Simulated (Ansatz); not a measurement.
A plane-wave DFT run in Ansatz 0.2.0 (scalar-relativistic PAW potentials unless the input names others): input and command.

```yaml
crystal:
  lattice:
    - [-1.8341207573, 3.1767903389, -3.5602713458]
    - [3.6682415147, 0.0, -3.5602713458]
    - [-1.8341207574, -3.1767903389, -3.5602713458]
  atoms:
    - { symbol: As, position: [0.5833333333, 0.9166666667, 0.25] }
    - { symbol: As, position: [0.25, 0.5833333333, 0.9166666667] }
    - { symbol: As, position: [0.9166666667, 0.25, 0.5833333333] }
    - { symbol: As, position: [0.75, 0.4166666667, 0.0833333333] }
    - { symbol: As, position: [0.4166666667, 0.0833333333, 0.75] }
    - { symbol: As, position: [0.0833333333, 0.75, 0.4166666667] }
basis:
  ecutwfc: 420
kpoints:
  mp_grid: { grid: [15, 15, 15] }
hamiltonian:
  xc: pbe
scf:
  occupations: { method: gaussian, width: 0.1 }
output:
  forces: true
  eigenvalues: true
  stress: true
```

```bash
ansatz run input.yaml --threads 1 --pin off --max-ram 2560MiB --backend cpu --events-out ev --progress --plain --runs-dir out
```

Abridged log:
```
Pseudopotentials: kind: paw
Pseudopotential: As, paw, valence charge 15, recommended cutoff 420 eV (normal)
Functional definition: PBE
Crystal: 6 atoms, lattice volume = 124.466 Å³
Basis set: ecut = 420 eV, 2477 PW (Γ), exchange–correlation on 72×72×72 points (8 copies of the dense FFT grid, shifted against one another)
Bands: 54, of which v1, the nominal top of the filled ones, is band 45 counted from 1 (44 counted from 0)
Symmetry: 36 space group operations
Space group: P63/mmc (ITA 194), of the structure as read, at distance tolerance 5.0e-5 Å
k-points: 344 of 3375
Initial density: superposition of atomic densities (neutral atoms: chi_scale 0, normalization atom), corrected by the library's trained network
Initial wavefunctions: pseudopotential atomic-orbital guess
Functional: x = pbe(κ = 0.804, μ = 0.21951497), c = pbe(β = 0.06672455)
SCF iter   1: F=—  HF=-29135.190809 eV  |F-HF|=—  |Δ(HF+E_count)|=         —  Δρ=2.38e-3  dr2=3.06e-3  ethr=1.77e-3  ⟨swp⟩=6.0  Hψ=65765  notcnv=0  defer=32
SCF iter   2: F=—  HF=-29135.192207 eV  |F-HF|=—  |Δ(HF+E_count)|=   1.40e-3  Δρ=1.48e-3  dr2=1.23e-3  ethr=3.39e-6  ⟨swp⟩=1.9  Hψ=23932  notcnv=0  defer=35
SCF iter   3: F=—  HF=-29135.193973 eV  |F-HF|=—  |Δ(HF+E_count)|=   1.77e-3  Δρ=1.45e-4  dr2=1.97e-5  ethr=1.36e-6  ⟨swp⟩=3.0  Hψ=34029  notcnv=0  defer=35
SCF iter   4: F=—  HF=-29135.193915 eV  |F-HF|=—  |Δ(HF+E_count)|=   5.73e-5  Δρ=8.85e-5  dr2=5.20e-6  ethr=2.19e-8  ⟨swp⟩=2.0  Hψ=33102  notcnv=0  defer=35
SCF iter   5: F=—  HF=-29135.193930 eV  |F-HF|=—  |Δ(HF+E_count)|=   1.49e-5  Δρ=2.14e-5  dr2=3.36e-7  ethr=5.78e-9  ⟨swp⟩=2.0  Hψ=33123  notcnv=0  defer=35
SCF iter   6: F=—  HF=-29135.193929 eV  |F-HF|=—  |Δ(HF+E_count)|=   9.35e-7  Δρ=6.67e-6  dr2=3.65e-8  ethr=1.11e-10  ⟨swp⟩=7.3  Hψ=79088  notcnv=0
SCF iter   7: F=-29135.193929 eV  HF=-29135.193929 eV  |F-HF|=2.62e-9  |Δ(HF+E_count)|=   2.49e-8  Δρ=1.43e-6  dr2=2.22e-9  ethr=4.06e-11  ⟨swp⟩=4.9  Hψ=67273  notcnv=0
SCF 1 converged in 7 iterations: F = -29135.193929 eV  dr2 = 2.22e-9
SCF converged after 7 iterations
Free energy (F): -29135.193929 eV
Harris-Foulkes:  -29135.193929 eV  (|F-HF|=2.62e-9)
Internal energy: -29135.180415 eV  (E = F + TS)
E sigma→0 (E₀):  -29135.187172 eV
Entropy (-TS):   -0.013515 eV (-2.252 meV/atom)
Fermi energy:    10.994733 eV
--- Forces (eV/Å), atoms counted from 1 ---
  atom   1  As     0.00000000     0.00000000     0.00000000
  atom   2  As     0.00000000     0.00000000     0.00000000
  atom   3  As     0.00000000     0.00000000     0.00000000
  atom   4  As     0.00000000     0.00000000     0.00000000
  atom   5  As     0.00000000     0.00000000     0.00000000
  atom   6  As     0.00000000     0.00000000     0.00000000
--- Stress (GPa, compression-positive) ---
       -0.007883       0.000000       0.000000
        0.000000      -0.007883       0.000000
        0.000000       0.000000       0.151818
  P = ⅓ Tr σ = 0.0454 GPa (0.454 kbar)
```

Apart from outputs, empty bands and the relaxation, which only the reference makes, the input differs from a reference run on usual settings in kpoints.mp_grid.grid: [12, 12, 12] → [15, 15, 15]. The reference, at the same geometry, ended its own course with pressure 0.02 GPa, largest force 0.000 eV/Å, no gap on the mesh. This run converged in 7 SCF iterations with an energy at zero smearing 0.34 meV/atom above the reference's, pressure 0.05 GPa, largest force 0.000 eV/Å, no gap on the mesh.

It took 2.4 min on 1 thread of Arm Neoverse V1, with other jobs on the host, peak memory 1.5 GiB.